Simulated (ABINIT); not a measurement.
Crystal: Mg.

```xyz
2
Lattice="3.2093 0.0000 0.0000 -1.6046 2.7793 0.0000 0.0000 0.0000 5.2103" Properties=species:S:1:pos:R:3 pbc="T T T"
Mg    1.6047    0.9264    3.9077
Mg    0.0000    1.8529    1.3026
```

Base run:

| Item | Value |
| --- | --- |
| Program | ABINIT 10.8.3 (patched build) |
| Functional | BLYP |
| Potentials or basis | JTH PAW PBE v2.0 |
| Cutoff | 517 eV |
| k mesh | 10 × 10 × 5 |
| Occupations | fermi-dirac, width 0.05 eV |
| Spin | no spin polarisation |

Its results: band gap on the k mesh none (metal or under the smearing width); pressure 0.1 GPa.

Task: The run is repeated on the same cell with these changes: functional from BLYP to WC. What comes out?

Result: Band gap on the k mesh none (metal or under the smearing width); pressure -1.3 GPa.

WC binds more tightly than BLYP, so the same cell stands under less pressure.

Caveats: the PAW data sets were made with another functional, which shifts forces and pressure a little.

Not every run made on this cell is shown here.
